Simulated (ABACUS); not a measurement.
Set up this calculation in ABACUS 3.10.1, as the native input.

| Property | Result |
| --- | --- |
| Task | single point |
| Functional | PBE |
| Potentials or basis | SPMS ONCV 1.0 PBE |
| Cutoff | 816 eV |
| Density cutoff | 3265 eV |
| Basis | plane waves |
| k mesh | 5 × 5 × 5 |
| Occupations | fermi-dirac, width 0.05 eV |
| Spin | no spin polarisation |
| Radial cutoff of the potentials (pseudo_rcut) | 7 bohr |
| SCF threshold on the density | 1e-08 |
| Max SCF steps | 100 |
| Eigensolver | dav |
| Mixing | broyden |
| Mixing share | 0.7 |
| Symmetry key | 1 |
| Bands | 9 |

The system is Rb.

```
Rb
1.0
    -2.80250    2.80250    2.80250
     2.80250   -2.80250    2.80250
     2.80250    2.80250   -2.80250
Rb
1
Direct
  0.00000 0.00000 0.00000
```

These files were run (other wordings do the same):

INPUT

```
INPUT_PARAMETERS
suffix              Rb
calculation         scf
basis_type          pw
pseudo_dir          ./
symmetry            1
dft_functional      pbe
ecutwfc             60
pseudo_rcut         7
nspin               1
nbands              9
ks_solver           dav
smearing_method     fd
smearing_sigma      0.00367493
scf_thr             1e-08
scf_nmax            100
mixing_type         broyden
mixing_beta         0.7
cal_force           1
cal_stress          1
kpar                4
```

STRU

```
ATOMIC_SPECIES
Rb 85.4678 37_Rb_9_2.8_3.3_pbe_n_v1.0.upf

LATTICE_CONSTANT
1.8897261246

LATTICE_VECTORS
-2.8025000000 2.8025000000 2.8025000000
2.8025000000 -2.8025000000 2.8025000000
2.8025000000 2.8025000000 -2.8025000000

ATOMIC_POSITIONS
Direct

Rb
0.0
1
0.0000000000 0.0000000000 0.0000000000 1 1 1
```

KPT

```
K_POINTS
0
Gamma
5 5 5 0 0 0
```

Potentials or basis: SPMS ONCV 1.0 PBE, plane waves.

Launch:

```sh
$ OMP_NUM_THREADS=1 mpirun -np 4 abacus > log
```

Results of the run:

```json
{
 "Pressure": "0.1 GPa",
 "Band gap on the k mesh": "none (metal or under the smearing width)"
}
```

It took 5 s on 4 MPI ranks on AMD EPYC (Zen 3) (shared host), peak memory 0.32 GiB a rank.
